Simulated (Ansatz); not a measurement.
Level of theory: Ansatz 0.2.0, DFT PBE, scalar-relativistic, plane waves, PAW. Settings: cutoff 420 eV, Γ-centred meshes spaced at most about 0.3 Å⁻¹, and about 0.25 Å⁻¹ or finer for metals (2π included), Gaussian smearing. No spin polarisation in the final relaxations.

These are static total energies at zero pressure.

Two relaxed structures of In₃O₂:

A.

Space group R-3m:H (No. 166). a = 7.210 Å, b = 7.210 Å, c = 7.577 Å, α = 90.00°, β = 90.00°, γ = 120.00°
| atom | site | symmetry | x | y | z |
| --- | --- | --- | --- | --- | --- |
| In | 9d | .2/m | 0.8333 | 0.1667 | 0.1667 |
| O | 6c | 3m | 0.0000 | 0.0000 | 0.7410 |

B.

Space group P-62m (No. 189). a = 5.801 Å, b = 5.801 Å, c = 3.176 Å, α = 90.00°, β = 90.00°, γ = 120.00°
```
atom  site  symmetry       x       y       z
  In    3g       m2m  0.3332  0.3332  0.5000
   O    2c      -6..  0.3333  0.6667  0.0000
```

Task: Which would you expect to be lower, and how large is the difference?

Result: B is lower, by 220 meV/atom. A has space group R-3m (No. 166), 22.7 Å³/atom and no gap on its mesh; B has space group P-62m (No. 189), 18.5 Å³/atom and no gap. Counting O atoms around In (those within 1.25 times the shortest such distance or 1.15 times the sum of covalent radii, 1.27 where that leaves under three; the shortest distance is added where it exceeds 1.18 times the sum of covalent radii), A has In 2 and B has In 4 from 2.5 Å. The denser one is the lower, and pressure would at first widen the difference. In A, around In lie 2 O at 2.20 Å; O is surrounded by 3 In at 2.20 Å. In B, around In lie 4 O at 2.50 Å; around O lie 6 In at 2.50 Å. Both come from invented guesses. A third cell relaxed alike, in P-3m1, lies 0.32 eV/atom below the lower of the two.

In R-3m, P-62m an odd number of electrons in the primitive cell allows no gap without spin; a larger cell or a magnetic state could open one. A magnetic state wasn't ruled out in cells without spin, among them R-3m. Cells relaxed within their symmetry can be saddle points.
